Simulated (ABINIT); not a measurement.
Runs of ABINIT 10.8.3 (patched build) on BaZrO3. The structure is cubic, space group Pm-3m (No. 221). Conventional cell: a = 4.191 Å, b = 4.191 Å, c = 4.191 Å, α = 90.00°, β = 90.00°, γ = 90.00°. Ba (site symmetry m-3m) has 12 O at 2.96 Å as nearest neighbours. Zr (site symmetry m-3m) is surrounded by 6 O at 2.10 Å. O (site symmetry 4/mmm) is surrounded by 2 Zr at 2.10 Å. 

```csv
task,level,potentials or basis,k mesh,cutoff (eV),fine-grid cutoff,mesh quality,gap on the mesh (eV),pressure (GPa)
band structure,PBEsol,JTH PAW PBE v2.0,6 × 6 × 6,626,1224.51 eV,not flagged,(c),-0.8
band structure,WC,JTH PAW PBE v2.0,6 × 6 × 6,626,1224.51 eV,not flagged,(a),-0.7
single point,r2SCAN,JTH PAW PBE v2.0,2 × 2 × 2,762,1360.57 eV,coarse,3.51,3.5
band structure,SOGGA,JTH PAW PBE v2.0,6 × 6 × 6,626,1224.51 eV,not flagged,3.09,-1.7
single point,LDA,JTH PAW LDA v2.0,4 × 4 × 4,626,1224.51 eV,not flagged,3.08,-4.7
band structure,revPBE,JTH PAW PBE v2.0,6 × 6 × 6,626,1224.51 eV,not flagged,3.23,7.0
band structure,BLYP,JTH PAW PBE v2.0,6 × 6 × 6,626,1224.51 eV,not flagged,3.29,(b)
single point,PBEsol,JTH PAW PBE v2.0,5 × 5 × 5,626,1224.51 eV,not flagged,3.22,-0.8
```

Alike in all rows: no spin polarisation; cell as given; smearing fermi-dirac 0.05 eV.

Problem. Estimate the missing entries.

Solution. (a) 3.13; (b) 9.3; (c) 3.11.

Caveats: some runs use coarse meshes; this set's barium file shifts pressures by 1.5 GPa and gaps by 0.1 eV against other sets; spin-orbit coupling is left out, which moves the levels of the heavy elements; the PAW data sets were made with another functional, which shifts forces and pressure a little (some runs); an odd mesh through Γ misses points on the zone boundary, where band edges often lie (some runs).

A k mesh can miss the band edges, and the runs leave out spin-orbit coupling on Ba, Zr.

Runs at the PBE level aren't shown here.
